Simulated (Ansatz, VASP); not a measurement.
**FeO (Wuestite) in VASP and in Ansatz**

The input INCAR:

```
PREC     = Accurate       # precision mode
ENCUT    = 520            # plane-wave cutoff, eV
EDIFF    = 1E-7           # SCF threshold, eV
ISMEAR   = -1             # smearing method
SIGMA    = 0.05           # smearing width, eV
LREAL    = False          # projectors in reciprocal space
LASPH    = True           # aspherical terms in the spheres
NELM     = 120            # most SCF steps
ALGO     = Normal         # electronic algorithm
ISIF     = 2              # what is computed and relaxed
LWAVE    = False          # write WAVECAR
LCHARG   = False          # write CHGCAR
ISPIN    = 2              # spin polarisation
MAGMOM   = 3 0            # initial moments
LORBIT   = 11             # projections on sites
LMAXMIX  = 4              # l up to which the mixer works
GGA      = PS             # functional
NBANDS   = 18             # bands
```

Contents of KPOINTS:

```
regular mesh
0
Gamma
  11 11 11
```

File POSCAR:

```
FeO
1.0
    0.0000000000      2.1554000000      2.1554000000
    2.1554000000      0.0000000000      2.1554000000
    2.1554000000      2.1554000000      0.0000000000
Fe O
1 1
Direct
    0.0000000000      0.0000000000      0.0000000000
    0.5000000000      0.5000000000      0.5000000000
```

Contents of input.yaml:

```yaml
crystal:
  lattice:
    - [0.0, 2.1554, 2.1554]
    - [2.1554, 0.0, 2.1554]
    - [2.1554, 2.1554, 0.0]
  atoms:
    - { symbol: Fe, position: [0.0, 0.0, 0.0], spin: 3.0 }
    - { symbol: O, position: [0.5, 0.5, 0.5] }
hamiltonian:
  xc: pbesol
  pseudopotentials: { kind: paw }
magnetization:
  spin_polarized: true
kpoints:
  mp_grid: { grid: [11, 11, 11] }
scf:
  occupations: { method: fermi_dirac, width: 0.05 }
output:
  forces: true
  stress: true
  eigenvalues: true
  write_density: true
  write_potential: true
  elf: true
  volumetric_format: npy
```

Alike in both runs: task single point; functional PBEsol; k mesh 11 × 11 × 11; occupations fermi-dirac, width 0.05 eV; collinear spin, ferromagnetic start.

|  | VASP | Ansatz |
| --- | --- | --- |
| version | VASP 6.6.1 | Ansatz 0.2.0 |
| potentials or method | VASP PAW PBE potentials, release 64 (Fe, O) | Ansatz PAW |
| plane-wave cutoff (eV) | 520 | 420 |
| valence electrons in the cell | 14 | 22 |

VASP gave:

| Quantity | Value |
| --- | --- |
| gap on the k mesh at the Fermi level (eV) | none |
| pressure (GPa) | -8.2 |
| net moment per atom (μB) | 2.00 |
| size of the moment on the site where the two differ most (μB) | 3.61 |

Task: What did Ansatz give for the same quantities?

Result: gap on the k mesh at the Fermi level (eV): none; pressure (GPa): -8.5; net moment per atom (μB): 2.00; size of the moment on the site where the two differ most (μB): 3.44.

Site moments also hang on the region over which each program counts them. A gap of «none» marks a metal or a gap that the smearing closes. The two sets of potentials don't hold the same shells in valence.

Caveats: a cell with one magnetic atom can't hold antiferromagnetic order, which such compounds often take; semilocal functionals often make such compounds metallic where correlation or magnetic order opens a gap, which also shifts bond lengths; the PAW data sets were made with another functional, which shifts forces and pressure a little (VASP); the pressure holds a Pulay correction of +0.7 GPa for the finite cutoff (Ansatz); the PAW data sets come from PBE, with cores solved anew for the run's functional, which leaves a small shift of forces and pressure (Ansatz). With open d or f shells a metallic result of PBEsol can be an artefact of self-interaction; +U or a hybrid may open a gap.
